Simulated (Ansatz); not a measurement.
# NaF: energy along a strain

NaF, Fm-3m, a = 4.647 Å (as given, not relaxed at this level: -0.5 GPa). Ansatz: PBEsol, PAW, 420 eV, Γ-centred 8×8×8 mesh on 2 atoms, Gaussian smearing 0.05 eV; no spin polarisation. Cell vectors (Å): 0.000 2.323 2.323; 2.323 0.000 2.323; 2.323 2.323 0.000. The cell is strained by x per cent times the pattern (0 0 1 0 0 0) in the order xx yy zz yz xz xy (engineering shears), with fractional coordinates held. y is the free energy over the start, V0 = 12.541 Å³/atom.

| x (%) | y (meV/atom) |
| --- | --- |
| -2.00 | 0.74 |
| -1.50 | 0.23 |
| -1.00 | -0.09 |
| -0.50 | -0.14 |
| 0.00 | 0.00 |
| 0.50 | 0.25 |
| 1.00 | 0.72 |
| 1.50 | 1.34 |
| 1.75 | 1.72 |
| 2.00 | ? |

Problem. Fit y = c1 x + c2 x² + c3 x³ to the other rows, get the stiffness along the pattern, and predict the missing energy.

Solution. Least squares on the rows shown. y = 0.4194 x + 0.3509 x² − 0.02048 x³. The clamped-ion stiffness p·C·p = 2 × 3.509 eV × 160.2 / 12.541 Å³ = 90 GPa, which is C33 in these axes (C11 of the cubic crystal) (second derivative at the start, which stands under stress). With a term in x⁴ added, the coefficient of x² becomes 0.3136, 11 % less, which shows how far this figure hangs on the form. At x = 2.00 the fit asked for gives 2.08 meV/atom. The run gave 2.13 meV/atom, so the fit is 0.05 meV/atom too low, within twice the rms miss on the fitted rows (0.03 meV/atom).